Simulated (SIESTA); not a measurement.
BAs:

```xyz
2
Lattice="3.2359 0.0000 0.0000 0.0000 3.2359 0.0000 0.0000 0.0000 3.2359" Properties=species:S:1:pos:R:3 pbc="T T T"
B     0.0000    0.0000    0.0000
As    1.6179    1.6179    1.6179
```

The cell was built by a generator and needn't be a form met in nature.

| Property | Result |
| --- | --- |
| Program | SIESTA 5.4.2 |
| Task | relaxation of cell and atoms |
| Functional | RPBE |
| Potentials or basis | PseudoDojo 0.4 standard (PBE files) |
| Basis | TZP (energy shift 0.002 Ry) |
| Grid cutoff | 500 Ry |
| Energy shift | 0.002 Ry |
| k mesh | 6 × 6 × 6 |
| Occupations | fermi-dirac, width 0.05 eV |
| Spin | no spin polarisation |

At the start: pressure -13.0 GPa; volume 16.94 Å³/atom.

Q: How do energy, volume and symmetry change on relaxing?

A: Over 11 steps the energy falls by 172.9 meV/atom and the volume is 13.47 Å³/atom (-20.5 %); space group Pm-3m (No. 221, to 0.05 Å).

The path:
```csv
step,energy change (eV),largest force (eV/Å),pressure (GPa),volume (Å³)
1,0.0000,0.0000,-12.96,33.88
2,-0.0190,0.0000,-12.82,33.65
3,-0.0234,0.0000,26.98,22.23
4,0.3608,0.0000,-14.14,38.11
5,-0.2897,0.0000,9.41,24.74
6,-0.2802,0.0000,-7.28,29.71
7,-0.3242,0.0000,6.06,25.49
8,-0.3313,0.0000,-3.72,28.22
9,-0.3454,0.0000,0.95,26.68
10,-0.3456,0.0000,-0.30,27.05
11,-0.3458,0.0000,0.06,26.93
```

Final structure:
```yaml
crystal:
  lattice:
    - [2.99756, 0.00000, 0.00000]
    - [0.00000, 2.99756, 0.00000]
    - [0.00000, 0.00000, 2.99756]
  atoms:
    - { symbol: B, position: [0.00000, 0.00000, 0.00000] }
    - { symbol: As, position: [0.50000, 0.50000, 0.50000] }
```

Caveat: semicore shells carry a single zeta, which can move pressures by several GPa and volumes by a few percent; the volume moved by over 15 % at a fixed basis, so the end points are rough; the potentials were made for another functional, which shifts forces and pressure; the basis of atomic orbitals isn't converged, which shifts pressures, moduli and gaps.
